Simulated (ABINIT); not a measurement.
# Ta (Im-3m) in ABINIT: a series of runs

The runs below take Ta through equation of state, with PBE.

Program: ABINIT 10.8.3 (patched build). These are calculated values, not measurements. Logs are shortened: lines on timing, memory, paths and dates and some standing lists are left out, and cuts for length are marked. The log counts tension as positive stress, the text compression.

**Experimental background.**

“Pressure effects on the electronic structure and superconductivity of (TaNb)0.67(HfZrTi)0.33 high entropy alloy”, 2019, arxiv:1910.08312 quotes, for a bulk crystal of Ta: bulk modulus 194 GPa.

“Refinement of the equation of state of tantalum”, 2004, arxiv:cond-mat/0403080 quotes, for a bulk crystal of Ta: bulk modulus 194 GPa.

The results are compared with them further down.

## (1) The crystal as given

It takes space group Im-3m (No. 229, cubic). The conventional cell has a = 3.303 Å, b = 3.303 Å, c = 3.303 Å, α = 90.00°, β = 90.00°, γ = 90.00°. Around Ta (site symmetry m-3m) lie 8 Ta at 2.86 Å.

## (2) Equation of state, PBE

Input file run.abi:

```
# Datasets: one volume each
ndtset 7
getwfk -1
scalecart1 3*0.9795861087
scalecart2 3*0.9864848297
scalecart3 3*0.9932883884
scalecart4 3*1.0000000000
scalecart5 3*1.0066227096
scalecart6 3*1.0131594038
scalecart7 3*1.0196128224

# Pseudopotentials
pp_dirpath "./"
pseudos "Ta_ONCV_PBE-1.2.upf"

# Structure
acell 3*1.0
rprim
    -3.1204669551     3.1204669551     3.1204669551
     3.1204669551    -3.1204669551     3.1204669551
     3.1204669551     3.1204669551    -3.1204669551
ntypat 1
znucl 73
natom 1
typat 1
xred
     0.0000000000     0.0000000000     0.0000000000

# Plane-wave basis
ecut 26.0

# k points
kptopt 1
ngkpt 11 11 11
nshiftk 1
shiftk 0.0 0.0 0.0

# Exchange and correlation
ixc 11

# Bands and occupations
nband 18
occopt 3
tsmear 0.00183747

# SCF cycle
nstep 100
tolvrs 1.0e-10

# Output
iomode 3
prtwf 1
prtden 0
prteig 0
prtebands 0
```

Potentials or basis: SG15 NC PBE v1.2.

The run is started by

```console
$ abinit run.abi > log 2>&1
```

run.abo:

```text
.Version 10.8.3 of ABINIT
 DATASET    1 : space group Im -3 m (#229); Bravais cI (body-center cubic)
================================================================================
 Values of the parameters that define the memory need for DATASET  1.
     intxc =       0    ionmov =       0      iscf =       7    lmnmax =       8
     lnmax =       8     mgfft =      27  mpssoang =       4    mqgrid =    3001
     natom =       1  nloc_mem =       1    nspden =       1   nspinor =       1
    nsppol =       1      nsym =      48    n1xccc =       0    ntypat =       1
    occopt =       3   xclevel =       2
       mpw =         734          nfft =       19683          nkpt =          56
================================================================================
================================================================================
[... 61 lines left out ...]
 DATASET    7 : space group Im -3 m (#229); Bravais cI (body-center cubic)
================================================================================
 Values of the parameters that define the memory need for DATASET  7.
     intxc =       0    ionmov =       0      iscf =       7    lmnmax =       8
     lnmax =       8     mgfft =      27  mpssoang =       4    mqgrid =    3001
     natom =       1  nloc_mem =       1    nspden =       1   nspinor =       1
    nsppol =       1      nsym =      48    n1xccc =       0    ntypat =       1
    occopt =       3   xclevel =       2
       mpw =         832          nfft =       19683          nkpt =          56
================================================================================
================================================================================

--------------------------------------------------------------------------------
------------- Echo of variables that govern the present computation ------------
--------------------------------------------------------------------------------
 -outvars: echo values of preprocessed input variables --------
            acell      1.0000000000E+00  1.0000000000E+00  1.0000000000E+00 Bohr
              amu      1.80947900E+02
             ecut      2.60000000E+01 Hartree
           getwfk          -1
                       outvar_i_n : Printing only first  50 k-points.
              ixc          11
           jdtset        1    2    3    4    5    6    7
                       outvar_i_n : Printing only first  50 k-points.
         kptrlatt       11    0    0      0   11    0      0    0   11
          kptrlen1     5.82392158E+01
          kptrlen2     5.86493646E+01
          kptrlen3     5.90538558E+01
          kptrlen4     5.94528804E+01
          kptrlen5     5.98466196E+01
          kptrlen6     6.02352449E+01
          kptrlen7     6.06189192E+01
[... 28 lines left out ...]
            rprim6    -3.1615304398E+00  3.1615304398E+00  3.1615304398E+00
                       3.1615304398E+00 -3.1615304398E+00  3.1615304398E+00
                       3.1615304398E+00  3.1615304398E+00 -3.1615304398E+00
            rprim7    -3.1816681193E+00  3.1816681193E+00  3.1816681193E+00
                       3.1816681193E+00 -3.1816681193E+00  3.1816681193E+00
                       3.1816681193E+00  3.1816681193E+00 -3.1816681193E+00
          spgroup         229
           tolvrs      1.00000000E-10
           tsmear      1.83747000E-03 Hartree
            typat      1
                       outvars : Printing only first  50 k-points.
            znucl       73.00000

================================================================================

 chkinp: Checking input parameters for consistency, jdtset=   1.

 chkinp: Checking input parameters for consistency, jdtset=   2.
[... 33 lines left out ...]
 getcut: wavevector=  0.0000  0.0000  0.0000  ngfft=  27  27  27
         ecut(hartree)=     26.000   => boxcut(ratio)=   2.14260

--- Pseudopotential description ------------------------------------------------
- pspini: atom type   1  psp file is ./Ta_ONCV_PBE-1.2.upf
12 -101130 3 -1 602                           pspcod,pspxc,lmax,lloc,mmax
     nproj     2     2     2     2

   2.27379683E+03                                ecore*ucvol(ha*bohr**3)
--------------------------------------------------------------------------------

================================================================================

--- !BeginCycle
iteration_state: {dtset: 1, }
solver: {iscf: 7, nstep: 100, nline: 4, wfoptalg: 0, }
tolerances: {tolvrs: 1.00E-10, }
...
[... 973 lines left out ...]
-Cartesian components of stress tensor (GPa)         [Pressure= -7.6736E+00 GPa]
- sigma(1 1)=  7.67359990E+00  sigma(3 2)=  0.00000000E+00
- sigma(2 2)=  7.67359990E+00  sigma(3 1)=  0.00000000E+00
- sigma(3 3)=  7.67359990E+00  sigma(2 1)=  0.00000000E+00

== END DATASET(S) ==============================================================
================================================================================

 -outvars: echo values of variables after computation  --------
            acell      1.0000000000E+00  1.0000000000E+00  1.0000000000E+00 Bohr
           etotal1    -2.4832903857E+02
           etotal2    -2.4833026988E+02
           etotal3    -2.4833107764E+02
           etotal4    -2.4833150587E+02
           etotal5    -2.4833159336E+02
           etotal6    -2.4833137297E+02
           etotal7    -2.4833087329E+02
            fcart1    -0.0000000000E+00 -0.0000000000E+00 -0.0000000000E+00
            fcart2    -0.0000000000E+00 -0.0000000000E+00 -0.0000000000E+00
            fcart3    -0.0000000000E+00 -0.0000000000E+00 -0.0000000000E+00
            fcart4    -0.0000000000E+00 -0.0000000000E+00 -0.0000000000E+00
            fcart5    -0.0000000000E+00 -0.0000000000E+00 -0.0000000000E+00
            fcart6    -0.0000000000E+00 -0.0000000000E+00 -0.0000000000E+00
            fcart7    -0.0000000000E+00 -0.0000000000E+00 -0.0000000000E+00
            rprim1    -3.0567660819E+00  3.0567660819E+00  3.0567660819E+00
                       3.0567660819E+00 -3.0567660819E+00  3.0567660819E+00
                       3.0567660819E+00  3.0567660819E+00 -3.0567660819E+00
[... 17 lines left out ...]
                       3.1816681193E+00  3.1816681193E+00 -3.1816681193E+00
           strten1    -5.9882060540E-04 -5.9882060540E-04 -5.9882060540E-04
                       0.0000000000E+00  0.0000000000E+00  0.0000000000E+00
           strten2    -4.1480554465E-04 -4.1480554465E-04 -4.1480554465E-04
                       0.0000000000E+00  0.0000000000E+00  0.0000000000E+00
           strten3    -2.5003940727E-04 -2.5003940727E-04 -2.5003940727E-04
                       0.0000000000E+00  0.0000000000E+00  0.0000000000E+00
           strten4    -1.0230207355E-04 -1.0230207355E-04 -1.0230207355E-04
                       0.0000000000E+00  0.0000000000E+00  0.0000000000E+00
           strten5     3.0729038040E-05  3.0729038040E-05  3.0729038040E-05
                       0.0000000000E+00  0.0000000000E+00  0.0000000000E+00
           strten6     1.5120691642E-04  1.5120691642E-04  1.5120691642E-04
                       0.0000000000E+00  0.0000000000E+00  0.0000000000E+00
           strten7     2.6082035938E-04  2.6082035938E-04  2.6082035938E-04
                       0.0000000000E+00  0.0000000000E+00  0.0000000000E+00
 Calculation completed.
```

It took 2.3 min on 1 thread of Arm Neoverse V1, shared host; peak memory 0.1 GiB.

What came out:

| Property | Result |
| --- | --- |
| Equilibrium volume | 18.29 Å³/atom |
| Bulk modulus | 194 GPa |
| Pressure derivative of the bulk modulus | 4.3 |

Energy against volume, from the lowest point:
```tsv
volume (Å³/atom)	energy (meV/atom)
16.930	69.52
17.290	36.01
17.650	14.03
18.010	2.38
18.371	0.00
18.731	6.00
19.091	19.59
```

Caveat: pressures at fixed basis lie under the slope of the energies. PBE usually gives volumes a little too large and moduli too small.

## (3) Equation of state, PBE

run.abi, as its differences from that of step 2:

```diff
@@ -13,3 +13,3 @@
 pp_dirpath "./"
-pseudos "Ta_ONCV_PBE-1.2.upf"
+pseudos "Ta.upf"
 
@@ -29,3 +29,3 @@
 # Plane-wave basis
-ecut 26.0
+ecut 37.0
```

Potentials or basis: Ansatz NC PBE.

The run is started by

```console
$ abinit run.abi > log 2>&1
```

Run time: 3.7 min. Hardware: 1 thread of Arm Neoverse V1, shared host; peak memory 0.11 GiB.

It converged, with:

```yaml
Equilibrium_volume: 18.24 Å³/atom
Bulk_modulus: 193 GPa
Pressure_derivative_of_the_bulk_modulus: 4.4
```

Energy against volume, from the lowest point:
```tsv
volume (Å³/atom)	energy (meV/atom)
16.930	64.46
17.290	32.39
17.650	11.73
18.010	1.28
18.371	0.00
18.731	6.98
19.091	21.44
```

Caveat: pressures at fixed basis lie under the slope of the energies. PBE usually gives volumes a little too large and moduli too small.

## (4) Equation of state, PBE

run.abi, as its differences from that of step 3:

```diff
@@ -13,3 +13,3 @@
 pp_dirpath "./"
-pseudos "Ta.upf"
+pseudos "73_Ta_13_2.2_2.6_pbe_n_v1.0.psp8"
 
@@ -29,3 +29,3 @@
 # Plane-wave basis
-ecut 37.0
+ecut 18.0
 
@@ -41,3 +41,3 @@
 # Bands and occupations
-nband 18
+nband 11
 occopt 3
```

Potentials or basis: SPMS NC PBE v1.0.

The run is started by

```console
$ abinit run.abi > log 2>&1
```

run.abo:

```text
.Version 10.8.3 of ABINIT
 DATASET    1 : space group Im -3 m (#229); Bravais cI (body-center cubic)
================================================================================
 Values of the parameters that define the memory need for DATASET  1.
     intxc =       0    ionmov =       0      iscf =       7    lmnmax =       8
     lnmax =       8     mgfft =      24  mpssoang =       4    mqgrid =    3001
     natom =       1  nloc_mem =       1    nspden =       1   nspinor =       1
    nsppol =       1      nsym =      48    n1xccc =    2501    ntypat =       1
    occopt =       3   xclevel =       2
       mpw =         426          nfft =       13824          nkpt =          56
================================================================================
================================================================================
[... 61 lines left out ...]
 DATASET    7 : space group Im -3 m (#229); Bravais cI (body-center cubic)
================================================================================
 Values of the parameters that define the memory need for DATASET  7.
     intxc =       0    ionmov =       0      iscf =       7    lmnmax =       8
     lnmax =       8     mgfft =      24  mpssoang =       4    mqgrid =    3001
     natom =       1  nloc_mem =       1    nspden =       1   nspinor =       1
    nsppol =       1      nsym =      48    n1xccc =    2501    ntypat =       1
    occopt =       3   xclevel =       2
       mpw =         478          nfft =       13824          nkpt =          56
================================================================================
================================================================================

--------------------------------------------------------------------------------
------------- Echo of variables that govern the present computation ------------
--------------------------------------------------------------------------------
 -outvars: echo values of preprocessed input variables --------
            acell      1.0000000000E+00  1.0000000000E+00  1.0000000000E+00 Bohr
              amu      1.80947900E+02
             ecut      1.80000000E+01 Hartree
           getwfk          -1
                       outvar_i_n : Printing only first  50 k-points.
[... 100 lines left out ...]
- pspini: atom type   1  psp file is ./73_Ta_13_2.2_2.6_pbe_n_v1.0.psp8
    8   11    3    4       600   0.00000      pspcod,pspxc,lmax,lloc,mmax,r2well
    5.99000000000000    5.00000000000000    0.00000000000000   rchrg,fchrg,qchrg
     nproj     2     2     2     2
     extension_switch     1

   5.29151584E+02                                ecore*ucvol(ha*bohr**3)
--------------------------------------------------------------------------------

================================================================================

--- !BeginCycle
iteration_state: {dtset: 1, }
solver: {iscf: 7, nstep: 100, nline: 4, wfoptalg: 0, }
tolerances: {tolvrs: 1.00E-10, }
...
[... 995 lines left out ...]
-Cartesian components of stress tensor (GPa)         [Pressure= -8.1434E+00 GPa]
- sigma(1 1)=  8.14336525E+00  sigma(3 2)=  0.00000000E+00
- sigma(2 2)=  8.14336525E+00  sigma(3 1)=  0.00000000E+00
- sigma(3 3)=  8.14336525E+00  sigma(2 1)=  0.00000000E+00

== END DATASET(S) ==============================================================
================================================================================

 -outvars: echo values of variables after computation  --------
            acell      1.0000000000E+00  1.0000000000E+00  1.0000000000E+00 Bohr
           etotal1    -6.5509095908E+01
           etotal2    -6.5510280540E+01
           etotal3    -6.5511042936E+01
           etotal4    -6.5511427566E+01
           etotal5    -6.5511472914E+01
           etotal6    -6.5511212903E+01
           etotal7    -6.5510675982E+01
            fcart1    -0.0000000000E+00 -0.0000000000E+00 -0.0000000000E+00
            fcart2    -0.0000000000E+00 -0.0000000000E+00 -0.0000000000E+00
            fcart3    -0.0000000000E+00 -0.0000000000E+00 -0.0000000000E+00
            fcart4    -0.0000000000E+00 -0.0000000000E+00 -0.0000000000E+00
            fcart5     0.0000000000E+00  0.0000000000E+00  0.0000000000E+00
            fcart6     0.0000000000E+00  0.0000000000E+00  0.0000000000E+00
            fcart7     0.0000000000E+00  0.0000000000E+00  0.0000000000E+00
            rprim1    -3.0567660819E+00  3.0567660819E+00  3.0567660819E+00
                       3.0567660819E+00 -3.0567660819E+00  3.0567660819E+00
                       3.0567660819E+00  3.0567660819E+00 -3.0567660819E+00
[... 17 lines left out ...]
                       3.1816681193E+00  3.1816681193E+00 -3.1816681193E+00
           strten1    -5.7778081758E-04 -5.7778081758E-04 -5.7778081758E-04
                       0.0000000000E+00  0.0000000000E+00  0.0000000000E+00
           strten2    -3.9439660722E-04 -3.9439660722E-04 -3.9439660722E-04
                       0.0000000000E+00  0.0000000000E+00  0.0000000000E+00
           strten3    -2.3018788229E-04 -2.3018788229E-04 -2.3018788229E-04
                       0.0000000000E+00  0.0000000000E+00  0.0000000000E+00
           strten4    -8.3177889718E-05 -8.3177889718E-05 -8.3177889718E-05
                       0.0000000000E+00  0.0000000000E+00  0.0000000000E+00
           strten5     4.8957181091E-05  4.8957181091E-05  4.8957181091E-05
                       0.0000000000E+00  0.0000000000E+00  0.0000000000E+00
           strten6     1.6834427707E-04  1.6834427707E-04  1.6834427707E-04
                       0.0000000000E+00  0.0000000000E+00  0.0000000000E+00
           strten7     2.7678735910E-04  2.7678735910E-04  2.7678735910E-04
                       0.0000000000E+00  0.0000000000E+00  0.0000000000E+00
 Calculation completed.
```

Wall time 45 s (1 thread of Arm Neoverse V1, shared host); peak memory 0.09 GiB.

What came out:

* Equilibrium volume: 18.24 Å³/atom
* Bulk modulus: 195 GPa
* Pressure derivative of the bulk modulus: 4.4

Energy against volume, from the lowest point:
```tsv
volume (Å³/atom)	energy (meV/atom)
16.930	64.68
17.290	32.45
17.650	11.70
18.010	1.23
18.371	0.00
18.731	7.08
19.091	21.69
```

Caveat: pressures at fixed basis lie under the slope of the energies. The run has no spin-orbit coupling, so splittings on Ta are missing.

[end of part 1 of 2]
